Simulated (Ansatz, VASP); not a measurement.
Two plane-wave programs on Hg

```
CELL_PARAMETERS angstrom
3.44194 0.00000 0.00000
-1.72097 2.98081 0.00000
0.00000 0.00000 11.06233
ATOMIC_POSITIONS crystal
Hg 0.00000 0.00000 0.00000
Hg 0.00000 0.00000 0.50000
Hg 0.33333 0.66667 0.25000
Hg 0.66667 0.33333 0.75000
```

Alike in both runs: task single point; functional PBEsol; k mesh 9 × 9 × 3; no spin polarisation.

```csv
,VASP,Ansatz
version,VASP 6.6.1,Ansatz 0.2.0
potentials or method,"VASP PAW PBE potentials, release 64 (Hg)","plane waves, PAW"
plane-wave cutoff (eV),520,420
occupations,"methfessel-paxton of order 1, width 0.1 eV","cold, width 0.1 eV"
valence electrons in the cell,48,80
```

```tsv
	VASP	Ansatz	Ansatz less VASP
pressure (GPa)	-2.5	-2.6	-0.13
largest component of the traceless stress (GPa)	0.05	0.07	+0.012
```

The two sets of potentials don't hold the same shells in valence. Ansatz warned: «stress_scf_threshold_loose».

Caveats: the PAW data sets were made with another functional, which shifts forces and pressure a little (VASP). The runs have no spin-orbit coupling, so splittings on Hg are missing.
